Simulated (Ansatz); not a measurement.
Crystal: Al2O3.

```xyz
5
Lattice="2.8843 0.0000 0.0000 -1.4422 2.4979 0.0000 0.0000 0.0000 9.3368" Properties=species:S:1:pos:R:3 pbc="T T T"
Al    0.0000    0.0000    7.9363
Al    0.0000    0.0000    1.4004
O     0.0000    1.6653    7.2610
O     1.4422    0.8326    0.0000
O     0.0000    1.6653    2.0757
```

Measurements of this composition are mostly on another form, of space group No. 167.

- Program: Ansatz 0.2.0
- Task: relaxation of cell and atoms
- Functional: r2SCAN
- Dispersion: D4
- Potentials or basis: Ansatz PAW
- Cutoff: 500 eV (not typed: the program's choice for these potentials)
- k mesh: 11 × 11 × 3
- Occupations: fermi-dirac, width 0.05 eV
- Spin: no spin polarisation

At the start: volume 13.45 Å³/atom.

Question: How do energy, volume and symmetry change on relaxing?

Answer: It ends after 15 steps and the volume is 10.29 Å³/atom (-23.6 %); space group P-6m2 (No. 187, to 0.05 Å).

Step by step:
| step | energy change (eV) | largest force (eV/Å) | volume (Å³) |
| --- | --- | --- | --- |
| 1 | 0.0000 | 0.4122 | 67.27 |
| 2 | -0.0289 | 0.2677 | 65.83 |
| 3 | -0.0470 | 0.0508 | 62.79 |
| 4 | -0.0520 | 0.0141 | 61.75 |
| 5 | -0.0574 | 0.0614 | 60.78 |
| 6 | -0.0641 | 0.1355 | 58.79 |
| 7 | -0.0788 | 0.2332 | 55.45 |
| 8 | -0.0998 | 0.2415 | 52.36 |
| 9 | -0.1129 | 0.0444 | 51.83 |
| 10 | -0.1134 | 0.0142 | 51.73 |
| 11 | -0.1136 | 0.0114 | 51.61 |
| 12 | -0.1137 | 0.0016 | 51.48 |
| 13 | -0.1072 | 0.0030 | 51.48 |
| 14 | -0.1072 | 0.0008 | 51.43 |
| 15 | -0.1072 | 0.0009 | 51.43 |

Final structure:
```
Al O
1.0
     2.84961    0.00000    0.00000
    -1.42481    2.46784    0.00000
     0.00000    0.00000    7.31291
Al O
2 3
Direct
  0.00000 0.00000 0.81079
  0.00000 0.00000 0.18921
  0.33333 0.66667 0.71950
  0.66667 0.33333 0.00000
  0.33333 0.66667 0.28050
```

Caveat: the volume moved by over 15 % at a fixed basis, so the end points are rough; the plane-wave basis is chosen anew once the cell has moved, so the energies of steps on either side of that aren't comparable; the PAW data sets come from PBE, with cores solved anew for the run's functional, which leaves a small shift of forces and pressure.
